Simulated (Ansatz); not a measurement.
A generator proposed this cell of Ca4B3.

Space group P4mm (No. 99). a = 3.951 Å, b = 3.951 Å, c = 8.290 Å, α = 90.00°, β = 90.00°, γ = 90.00°
```csv
atom,site,symmetry,x,y,z
Ca,1b,4mm,0.5000,0.5000,0.5189
Ca,1a,4mm,0.0000,0.0000,0.9873
Ca,2c,2mm.,0.5000,0.0000,0.7153
B,1b,4mm,0.5000,0.5000,0.7951
B,1a,4mm,0.0000,0.0000,0.7252
B,1a,4mm,0.0000,0.0000,0.3600
```

These are results of DFT PBE, scalar-relativistic, plane waves, PAW (Ansatz), not measurements. Plane waves to 420 eV, a k mesh through Γ of 4×4×2 on the computed 7-atom cell and Gaussian smearing (0.10 eV); no spin polarisation.

Formation energies are uncorrected and refer to the elements' standard structures at the same level.

Q: Estimate its pressure, forces and energy as it stands.

A: The pressure is 39.2 GPa (the mean over three directions, positive in compression), the largest force is 7.36 eV/Å, and the energy is +2.93 eV/atom against the elements. The shortest distance is 1.98 Å.

Q: Is it a good guess?

A: A poor one: relaxing gains about 2.5 eV/atom (the start's value is from the coarse mesh, so the gain is rough) in 33 ionic steps and ends at +0.41 eV/atom on the finer mesh. The symmetry stays P4mm (No. 99). The volume per atom grows by 23.8 %, from 18.5 to 22.9 Å³. The shortest distance goes from 1.98 Å (Ca–B) to 1.53 Å (B–B). The ratio c/a of the conventional cell changes by a factor of 0.89. Conventional cell: a = 4.402 Å, c = 8.266 Å. Around Ca on a site of symmetry 4mm lie 5 B at 3.14–3.16 Å and 4 B at 3.67 Å; around Ca on a second site of symmetry 4mm lie 1 B at 2.61 Å and 4 B at 3.26 Å; B on its first site is surrounded by 4 Ca at 2.82 Å and 5 Ca at 3.16–3.26 Å; 3 more sites not described.

The last run used a 10×10×6 mesh (in the run's order of axes) for its 7-atom cell and Gaussian smearing of 0.10 eV. The cell is a metal run without spin; a magnetic state may lie lower. The relaxation can't lower the symmetry of the start, and the grade says only how near the guess is to its own end. A later test with randomly moved atoms led to a structure 95 meV/atom lower, so this end is a saddle point or a shallow minimum.
